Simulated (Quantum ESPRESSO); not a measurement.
## Be in Quantum ESPRESSO: the effect of functional

The system is Be.

```
Be
1.0
     2.28530    0.00000    0.00000
    -1.14265    1.97913    0.00000
     0.00000    0.00000    3.58420
Be
2
Direct
  0.66667 0.33333 0.75000
  0.33333 0.66667 0.25000
```

Alike in all runs:

| Item | Value |
| --- | --- |
| Program | Quantum ESPRESSO 7.5 |
| Task | phonon dispersion |
| Cutoff | 612 eV |
| Density cutoff | 4898 eV |
| k mesh | 10 × 10 × 6 |
| Occupations | cold, width 0.2 eV |
| Spin | no spin polarisation |

Each run relaxes the cell or the atoms first.

```tsv
functional	potentials or basis	relaxed volume (Å³/atom)	highest phonon frequency (cm⁻¹)
LDA	GBRV 1.5 LDA	?	?
PBE	GBRV 1.5 PBE	7.97	702
PBEsol	GBRV 1.5 PBEsol	7.89	710
```

Question: What does the run with functional LDA give?

Answer: Relaxed volume 7.59 Å³/atom; highest phonon frequency 723 cm⁻¹.

Caveats: the mesh is thin for the phonons of a metal; before the sum rule the acoustic modes lie tens of cm⁻¹ from zero, a sign that the density grid also shifts the optical modes (some runs).
